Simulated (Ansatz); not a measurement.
BaSnO₃ (cubic perovskite, space group No. 221), LDA (plane waves, PAW; program Ansatz). The conduction-band minimum lies at Γ, with 1 equivalent valley. Second derivatives d²E/dk² of the lowest band at one valley (eV·Å²), along Cartesian directions:

```tsv
direction	d²E/dk²
[100]	42.41
[010]	42.41
[001]	42.41
[110]	42.40
[101]	42.40
[011]	42.40
```

Task: Find the principal effective masses, the density-of-states mass and the conductivity mass.

Result: Off-diagonal terms follow from H_xy = H[110] − (H_xx + H_yy)/2, and m*/mₑ = 7.620 eV·Å² over each eigenvalue: 0.18, 0.18, 0.18. One valley's DOS mass (m₁m₂m₃)^(1/3) = 0.18, conductivity mass 3/(Σ 1/mᵢ) = 0.18 mₑ.

Task: What effective density of states Nc follows at 300 K for parabolic valleys?

Result: Nc = 2.509e19 × 1 × (0.18)^(3/2) ≈ 1.9e18 cm⁻³.

Task: With the computed static dielectric constant 21.0 (mean of the diagonal), estimate a hydrogenic donor's binding energy and radius.

Result: E = 13.606 eV × 0.18/21.0² ≈ 5.6 meV; a = 0.529 Å × ε/m* ≈ 62 Å. Semilocal masses tend to be too small where the gap is.

Space group Pm-3m (cubic perovskite). The cell was relaxed with LDA under the symmetry of its start; phonons on a q-mesh show no instability. Spin–orbit coupling is left out wherever it is not named.

Potentials: the later of the program's two PAW sets.
